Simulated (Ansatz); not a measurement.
Starting structure, clean slab, lower planes held (AlAs, F-43m (No. 216), (1 1 0) face):

```xyz
16
Lattice="8.0104 0.0000 0.0000 0.0000 5.6642 0.0000 0.0000 0.0000 22.0078" Properties=species:S:1:pos:R:3 pbc="T T T"
Al    2.0026    2.8321    8.0000
Al    6.0078    2.8321    8.0000
As    4.0052    1.4160    8.0000
As    0.0000    1.4160    8.0000
Al    4.0052    0.0000   10.0026
Al    0.0000    0.0000   10.0026
As    6.0078    4.2481   10.0026
As    2.0026    4.2481   10.0026
Al    6.0078    2.8321   12.0052
Al    2.0026    2.8321   12.0052
As    0.0000    1.4160   12.0052
As    4.0052    1.4160   12.0052
Al    0.0000    0.0000   14.0078
Al    4.0052    0.0000   14.0078
As    2.0026    4.2481   14.0078
As    6.0078    4.2481   14.0078
```

Theory: DFT PBE+D3(BJ), scalar-relativistic, plane waves, PAW in Ansatz 0.2.0. Cutoff 420 eV; k points 2×3×1 on the computed 16-atom cell (Γ-centred); Gaussian smearing, width 0.05 eV; no spin polarisation. A dipole correction removes the field between periodic images along c.

Atoms 1, 2, 3, 4, 5, 6, 7, 8 (counted from 1) are held. The cell is fixed. Force threshold 0.03 eV/Å.

```csv
step,E − E_final (eV),largest force (eV/Å)
1,1.244,1.288
2,0.464,0.832
3,0.098,0.319
4,0.003,0.062
5,0.000,0.013
```

Task: What is the final structure?

Result:
```yaml
crystal:
  lattice:
    - [8.01039, 0.00000, 0.00000]
    - [0.00000, 5.66420, 0.00000]
    - [0.00000, 0.00000, 22.00779]
  atoms:
    - { symbol: Al, position: [0.25000, 0.50000, 0.36351] }
    - { symbol: Al, position: [0.75000, 0.50000, 0.36351] }
    - { symbol: As, position: [0.50000, 0.25000, 0.36351] }
    - { symbol: As, position: [0.00000, 0.25000, 0.36351] }
    - { symbol: Al, position: [0.50000, 0.00000, 0.45450] }
    - { symbol: Al, position: [0.00000, 0.00000, 0.45450] }
    - { symbol: As, position: [0.75000, 0.75000, 0.45450] }
    - { symbol: As, position: [0.25000, 0.75000, 0.45450] }
    - { symbol: Al, position: [0.75000, 0.50361, 0.55007] }
    - { symbol: Al, position: [0.25000, 0.50361, 0.55007] }
    - { symbol: As, position: [0.00000, 0.25483, 0.54586] }
    - { symbol: As, position: [0.50000, 0.25483, 0.54586] }
    - { symbol: Al, position: [0.00000, 0.92733, 0.61566] }
    - { symbol: Al, position: [0.50000, 0.92733, 0.61566] }
    - { symbol: As, position: [0.25000, 0.71866, 0.64725] }
    - { symbol: As, position: [0.75000, 0.71866, 0.64725] }
```